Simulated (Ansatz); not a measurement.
# How far is PAW off for Na?

```
Na
1.0
     3.73534    0.00000    0.00000
    -1.86767    3.23490    0.00000
     0.00000    0.00000    6.10228
Na
2
Direct
  0.33333 0.66667 0.25000
  0.66667 0.33333 0.75000
```

Atom numbers follow the list: Na1, Na2.

The conventional cell has a = 3.735 Å, b = 3.735 Å, c = 6.102 Å, α = 90.00°, β = 90.00°, γ = 120.00°. Around Na (atom 1) lie 12 Na at 3.74 Å.

The cell is a measured one (Crystallography Open Database entry 9011000); the temperature and pressure of the measurement aren't taken into account, and nothing was relaxed. The listed cell was then made from it by scaling, straining or moving an atom.

Methods: DFT, PBE, PAW with Ansatz's default frozen-core files, scalar-relativistic (Ansatz 0.2.0); DFT, PBE, all-electron LAPW, scalar-relativistic (Ansatz 0.2.0).

For PAW: a Γ-centred 11×11×6 k mesh, Fermi–Dirac smearing of 0.05 eV, cutoff 420 eV, no spin polarisation. LAPW targets a basis error of 0.5 meV/atom. The Ansatz runs share mesh, smearing and spin set-up. Plane-wave (PAW) pressures include the program's estimate of the Pulay term.

Stress and pressure are positive in compression.

The change that made this cell: volume scaled by 0.975.

| quantity | PAW | LAPW |
| --- | --- | --- |
| pressure (GPa) | 0.05 | 0.06 |
| stress xx (GPa) | -0.04 | -0.03 |
| stress zz (GPa) | 0.24 | 0.25 |

PAW's pressure differs from the LAPW value by about 0.01 GPa or less.
